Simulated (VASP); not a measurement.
The system is MoSe2.

```
Mo Se
1.0
     3.28800    0.00000    0.00000
    -1.64400    2.84749    0.00000
     0.00000    0.00000   12.90000
Mo Se
2 4
Direct
  0.66667 0.33333 0.75000
  0.33333 0.66667 0.25000
  0.66667 0.33333 0.37500
  0.33333 0.66667 0.87500
  0.66667 0.33333 0.12500
  0.33333 0.66667 0.62500
```

Base run:

- Program: VASP 6.6.1
- Functional: SCAN
- Potentials or basis: VASP PAW PBE potentials, release 64 (Mo_sv, Se)
- Cutoff: 520 eV
- k mesh: 9 × 9 × 2
- Occupations: fermi-dirac, width 0.05 eV
- Spin: no spin polarisation

Its results: band gap on the k mesh 0.98 eV, indirect (least direct gap 1.49 eV); pressure 5.5 GPa; largest force 0.818 eV/Å.

**Question.** The run is repeated on the same cell with these changes: functional from SCAN to rSCAN; further incar settings from ALGO = Normal; EDIFF = 1e-06 to ALGO = Normal; EDIFF = 1e-07. What comes out?

**Answer.** Band gap on the k mesh 0.94 eV, indirect (least direct gap 1.46 eV); pressure 6.6 GPa; largest force 0.904 eV/Å.

Caveats: the PAW data sets were made with another functional, which shifts forces and pressure a little; the cell's inner coordinates are idealised or old, which leaves forces on the atoms.
